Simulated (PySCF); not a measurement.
Isomers of C5H12, mass 72.094 u with the commonest isotopes. Theory: PySCF 2.14.0, PBE0-D3(BJ)/def2-SVP geometry optimisation, gas phase. One conformer each, none proved a minimum here; rigid rotors.

Problem. Order these by rotational constant B, smallest first.
A. `[CH3:1][CH2:2][CH:3]([CH3:4])[CH3:5]` with C1–C2–C3–C4 61°
B. `[CH3:1][CH2:2][CH2:3][CH2:4][CH3:5]` with C1–C2–C3–C4 180°, C2–C3–C4–C5 180°
C. `CC(C)(C)C`

Solution. B (1944 MHz), A (3371 MHz), C (4455 MHz).

Problem. Order these by radius of gyration √(Σ m r²/M), largest first.
A. `CC(C)(C)C`
B. `[CH3:1][CH2:2][CH2:3][CH2:4][CH3:5]` with C1–C2–C3–C4 180°, C2–C3–C4–C5 180°
C. `[CH3:1][CH2:2][CH:3]([CH3:4])[CH3:5]` with C1–C2–C3–C4 61°

Solution. B (1.976 Å), C (1.697 Å), A (1.536 Å).

Problem. Order these by out-of-plane moment Σ m c² = (Ia + Ib − Ic)/2, smallest first.
A. `[CH3:1][CH2:2][CH2:3][CH2:4][CH3:5]` with C1–C2–C3–C4 180°, C2–C3–C4–C5 180° (pentane)
B. `[CH3:1][CH2:2][CH:3]([CH3:4])[CH3:5]` with C1–C2–C3–C4 61°
C. `CC(C)(C)C`

Solution. A (7.86 u·Å²), B (11.23 u·Å²), C (56.70 u·Å²).

```csv
SMILES,point group,Ia (u·Å²),Ib (u·Å²),Ic (u·Å²),κ,μa (D),μb (D),μc (D)
CCC(C)C,C1,68.94,149.93,196.42,-0.66,0.03,0.02,0.06
CCCCC,C2v,29.53,259.92,273.74,-0.99,0.00,0.05,0.00
CC(C)(C)C,Td,113.41,113.43,113.44,–,0.00,0.00,0.00
```
